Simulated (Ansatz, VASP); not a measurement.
**One calculation of C, two programs**

INCAR

```
ALGO = Fast ; DIPOL = 0.5 0.5 0.500
EDIFF = 1E-6 ; ENCUT = 520
GGA = PE ; IDIPOL = 3
ISIF = 2 ; ISMEAR = 0
IVDW = 12 ; LASPH = True
LCHARG = False ; LDIPOL = True
LREAL = False ; LWAVE = False
NBANDS = 11 ; NELM = 80
PREC = Accurate ; SIGMA = 0.1
```

Contents of KPOINTS:

```
k-points
0
Gamma
  9 9 1
```

POSCAR

```
C
1.0
    2.4649634493      0.0000000000      0.0000000000
   -1.2324817246      2.1347209665      0.0000000000
    0.0000000000      0.0000000000     26.0000003144
C
2
Direct
    0.0000000000      0.0000000000      0.5000000030
    0.6666666667      0.3333333333      0.4999999970
```

Input for Ansatz:

```yaml
crystal:
  lattice:
    - [2.4649634483, 0.0, 0.0]
    - [-1.2324817241, 2.1347209656, 0.0]
    - [0.0, 0.0, 26.0000003142]
  atoms:
    - { symbol: C, position: [0.0, 0.0, 0.500000003] }
    - { symbol: C, position: [0.6666666667, 0.3333333333, 0.499999997] }
  periodic: [true, true, false]
basis:
  ecutwfc: 420
kpoints:
  mp_grid: { grid: [9, 9, 1] }
hamiltonian:
  xc: pbe
  dispersion: d3bj
scf:
  occupations: { method: gaussian, width: 0.1 }
output:
  forces: true
  stress: true
  eigenvalues: true
```

Alike in both runs: task single point; functional PBE; dispersion D3(BJ); k mesh 9 × 9 × 1; occupations gaussian, width 0.1 eV; no spin polarisation.

|  | VASP | Ansatz |
| --- | --- | --- |
| version | VASP 6.6.1 | Ansatz 0.2.0 |
| potentials or method | VASP PAW PBE potentials, release 64 (C) | scalar-relativistic, plane waves, PAW |
| plane-wave cutoff (eV) | 520 | 420 |
| valence electrons in the cell | 8 | 8 |

VASP gave:

```
gap on the k mesh at the Fermi level (eV)  : none
work function, face that differs most (eV) : 4.23
```

Which values does Ansatz return?

gap on the k mesh at the Fermi level (eV): none; work function, face that differs most (eV): 4.24.

A gap of «none» marks a metal or a gap that the smearing closes.
